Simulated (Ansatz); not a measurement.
Consider the formal exchange of groups at the Si–N bond: `BN[SiH]1CN1` + `CCCS` → `SC[SiH]1CN1` + `BNCC`.

Program: Ansatz. Geometries: PBE0-D4/def2-TZVP. ΔE: electronic, gas phase. CCSD(T)/CBS is the MP2 limit (def2-TZVPP, def2-QZVPP) plus CCSD(T) − MP2 in def2-TZVPP, frozen cores. Functionals use def2-TZVPP. One conformer a species, not always the lowest.

Task: Is it downhill or uphill in electronic energy at CCSD(T)/CBS, and by how much? (An estimate is asked.)

Result: Ansatz gave: Uphill: ΔE = +0.81 eV.

Task: What do these levels give: PBE0-D4, ωB97X-V, B2PLYP, r2SCAN, PBE0, HF/def2-TZVPP, CCSD/def2-TZVPP, CCSD(T)/def2-TZVPP, HF/def2-QZVPP, SCS-MP2/def2-QZVPP, MP2/CBS(def2), CCSD/CBS(def2)? (An estimate is asked.)

Result: Computed: PBE0-D4 0.72, ωB97X-V 0.78, B2PLYP 0.79, r2SCAN 0.75, PBE0 0.72, HF/def2-TZVPP 0.94, CCSD/def2-TZVPP 0.82, CCSD(T)/def2-TZVPP 0.79, HF/def2-QZVPP 0.95, SCS-MP2/def2-QZVPP 0.84, MP2/CBS(def2) 0.84, CCSD/CBS(def2) 0.83 eV.

Largest T1 diagnostic among the species: 0.013.

In def2-TZVPP, CCSD(T) changes the Hartree–Fock value by −0.14 eV (the triples alone add −0.03 eV) and MP2 by −0.11 eV. From PBE to PBE0 (25 % exact exchange), in def2-TZVPP and without D4, ΔE moves by +0.07 eV.
